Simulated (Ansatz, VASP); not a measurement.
**Ir: VASP beside Ansatz**

Contents of INCAR:

```
PREC = Accurate
ENCUT = 520
EDIFF = 1E-6
ISMEAR = -1
SIGMA = 0.08
LREAL = F
LASPH = T
NELM = 80
ALGO = Normal
ISIF = 2
LWAVE = F
LCHARG = T
GGA = PE
LELF = T
LVHAR = T
NBANDS = 10
```

KPOINTS

```
regular mesh
0
Gamma
  17 17 17
```

The input POSCAR:

```
Ir
1.0
    2.3866217750      0.0000000000      0.0000000000
    0.0000000000      2.3866217750      0.0000000000
    0.0000000000      0.0000000000      2.3866217750
Ir
1
Direct
    0.0000000000      0.0000000000      0.0000000000
```

Input for Ansatz:

```yaml
crystal:
  lattice:
    - [2.386621775, 0.0, 0.0]
    - [0.0, 2.386621775, 0.0]
    - [0.0, 0.0, 2.386621775]
  atoms:
    - { symbol: Ir, position: [0.0, 0.0, 0.0] }
kpoints:
  mp_grid: { grid: [17, 17, 17] }
scf:
  occupations: { method: fermi_dirac, width: 0.08 }
hamiltonian:
  xc: pbe
  pseudopotentials: { kind: paw }
output:
  forces: true
  stress: true
  eigenvalues: true
  populations: true
  write_density: true
  write_potential: true
  elf: true
  volumetric_format: npy
```

Change from the starting cell: volume scaled by 0.8, PAW files.

Alike in both runs: task single point; functional PBE; k mesh 17 × 17 × 17; occupations fermi-dirac, width 0.08 eV; no spin polarisation.

```csv
,VASP,Ansatz
version,VASP 6.6.1,Ansatz 0.2.0
potentials or method,"VASP PAW PBE potentials, release 64 (Ir)","PAW with Ansatz's default frozen-core files, scalar-relativistic"
plane-wave cutoff (eV),520,420
valence electrons in the cell,9,17
```

```tsv
	VASP	Ansatz	Ansatz less VASP
pressure (GPa)	95.2	94.7	-0.45
```

With one functional, cell and mesh, what is left measures potentials, basis and numerics. The two sets of potentials don't hold the same shells in valence.

Caveats: the cell as given lies far from equilibrium; so large a pressure means that the cell lies far from this level's equilibrium, or that cutoff or potentials fall short (VASP). The runs have no spin-orbit coupling, so splittings on Ir are missing.
